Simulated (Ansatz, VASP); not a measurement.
## Two plane-wave programs on CdS (Greenockite)

File INCAR:

```
PREC     = Accurate       # precision mode
ENCUT    = 520            # plane-wave cutoff, eV
EDIFF    = 1E-7           # SCF threshold, eV
ISMEAR   = -1             # smearing method
SIGMA    = 0.05           # smearing width, eV
LREAL    = F              # projectors in reciprocal space
LASPH    = T              # aspherical terms in the spheres
NELM     = 100            # most SCF steps
ALGO     = Normal         # electronic algorithm
ISIF     = 2              # what is computed and relaxed
LWAVE    = F              # write WAVECAR
LCHARG   = F              # write CHGCAR
GGA      = B5             # functional
ALDAX    = 1.0          
AGGAX    = 1.0          
AGGAC    = 1.0          
ALDAC    = 0.0
```

The input KPOINTS:

```
Automatic mesh
0
Gamma
  7 7 4
```

POSCAR

```
CdS
1.0
    4.1500000000      0.0000000000      0.0000000000
   -2.0750000000      3.5940054257      0.0000000000
    0.0000000000      0.0000000000      6.7370000000
Cd S
2 2
Direct
    0.6666666667      0.3333333333      0.5000000000
    0.3333333333      0.6666666667      0.0000000000
    0.6666666667      0.3333333333      0.8750000000
    0.3333333333      0.6666666667      0.3750000000
```

The input KPOINTS_OPT:

```
path GMKGALHA,LM,KH
15
line-mode
reciprocal
 0.0000000000  0.0000000000  0.0000000000  G
 0.5000000000  0.0000000000  0.0000000000  M

 0.5000000000  0.0000000000  0.0000000000  M
 0.3333333333  0.3333333333  0.0000000000  K

 0.3333333333  0.3333333333  0.0000000000  K
 0.0000000000  0.0000000000  0.0000000000  G

 0.0000000000  0.0000000000  0.0000000000  G
 0.0000000000  0.0000000000  0.5000000000  A

 0.0000000000  0.0000000000  0.5000000000  A
 0.5000000000  0.0000000000  0.5000000000  L

 0.5000000000  0.0000000000  0.5000000000  L
 0.3333333333  0.3333333333  0.5000000000  H

 0.3333333333  0.3333333333  0.5000000000  H
 0.0000000000  0.0000000000  0.5000000000  A

 0.5000000000  0.0000000000  0.5000000000  L
 0.5000000000  0.0000000000  0.0000000000  M

 0.3333333333  0.3333333333  0.0000000000  K
 0.3333333333  0.3333333333  0.5000000000  H
```

input.yaml

```yaml
crystal:
  lattice:
    - [4.15, 0.0, 0.0]
    - [-2.075, 3.5940054257, 0.0]
    - [0.0, 0.0, 6.737]
  atoms:
    - { symbol: Cd, position: [0.6666666667, 0.3333333333, 0.5] }
    - { symbol: Cd, position: [0.3333333333, 0.6666666667, 0.0] }
    - { symbol: S, position: [0.6666666667, 0.3333333333, 0.875] }
    - { symbol: S, position: [0.3333333333, 0.6666666667, 0.375] }
hamiltonian:
  xc: blyp
  pseudopotentials: { kind: paw }
kpoints:
  mp_grid: { grid: [7, 7, 4] }
  band_path:
    path:
      - [[0.0, 0.0, 0.0], [0.5, 0.0, 0.0], [0.3333333333, 0.3333333333, 0.0], [0.0, 0.0, 0.0], [0.0, 0.0, 0.5], [0.5, 0.0, 0.5], [0.3333333333, 0.3333333333, 0.5], [0.0, 0.0, 0.5]]
      - [[0.5, 0.0, 0.5], [0.5, 0.0, 0.0]]
      - [[0.3333333333, 0.3333333333, 0.0], [0.3333333333, 0.3333333333, 0.5]]
    npoints: 14
scf:
  occupations: { method: fermi_dirac, width: 0.05 }
  n_extra_bands: 10
output:
  forces: true
  stress: true
  eigenvalues: true
  fatbands: false
```

Alike in both runs: task band structure; functional BLYP; k mesh 7 × 7 × 4; occupations fermi-dirac, width 0.05 eV; no spin polarisation.

|  | VASP | Ansatz |
| --- | --- | --- |
| version | VASP 6.6.1 | Ansatz 0.2.0 |
| potentials or method | VASP PAW PBE potentials, release 64 (Cd, S) | Ansatz PAW |
| plane-wave cutoff (eV) | 520 | 420 |
| valence electrons in the cell | 36 | 52 |

Ansatz gave:

- gap on the k mesh at the Fermi level (eV): 1.14
- least direct gap on the mesh (eV): 1.14
- gap along the band path (eV): 1.14
- pressure (GPa): 5.3
- largest component of the traceless stress (GPa): 0.54
- rms of the force components (eV/Å): 0.038

Q: Estimate VASP's values.

A: gap on the k mesh at the Fermi level (eV): 1.16; least direct gap on the mesh (eV): 1.16; gap along the band path (eV): 1.16; pressure (GPa): 5.7; largest component of the traceless stress (GPa): 0.55; rms of the force components (eV/Å): 0.039.

Atom by atom the forces differ by 0.001 eV/Å (rms over components). The two sets of potentials don't hold the same shells in valence.

Caveats: the PAW data sets were made with another functional, which shifts forces and pressure a little (VASP); the PAW data sets come from PBE, with cores solved anew for the run's functional, which leaves a small shift of forces and pressure (Ansatz). BLYP gaps usually lie below the measured ones, often by a third to a half.
